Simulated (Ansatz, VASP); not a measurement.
One calculation of InP, two programs

```
CELL_PARAMETERS angstrom
0.00000 2.89328 2.89328
2.89328 0.00000 2.89328
2.89328 2.89328 0.00000
ATOMIC_POSITIONS crystal
In 0.00000 0.00000 0.00000
P 0.25000 0.25000 0.25000
```

Alike in both runs: task single point; functional r2SCAN; k mesh 8 × 8 × 8; occupations gaussian, width 0.02 eV; no spin polarisation.

```csv
,VASP,Ansatz
version,VASP 6.6.1,Ansatz 0.2.0
potentials or method,"VASP PAW PBE potentials, release 64 (In_d, P)","scalar-relativistic, plane waves, PAW"
plane-wave cutoff (eV),520,500
valence electrons in the cell,18,18
```

```csv
,VASP,Ansatz,Ansatz less VASP
gap on the k mesh at the Fermi level (eV),1.39,1.39,-0.006
least direct gap on the mesh (eV),1.39,1.39,-0.006
pressure (GPa),4.7,4.9,+0.14
```

With one functional, cell and mesh, what is left measures potentials, basis and numerics.

Caveats: the PAW data sets were made with another functional, which shifts forces and pressure a little (VASP); spin-orbit coupling is left out, which moves the levels of the heavy elements. r2SCAN opens gaps a little over a GGA but as a rule still falls short of measured ones.
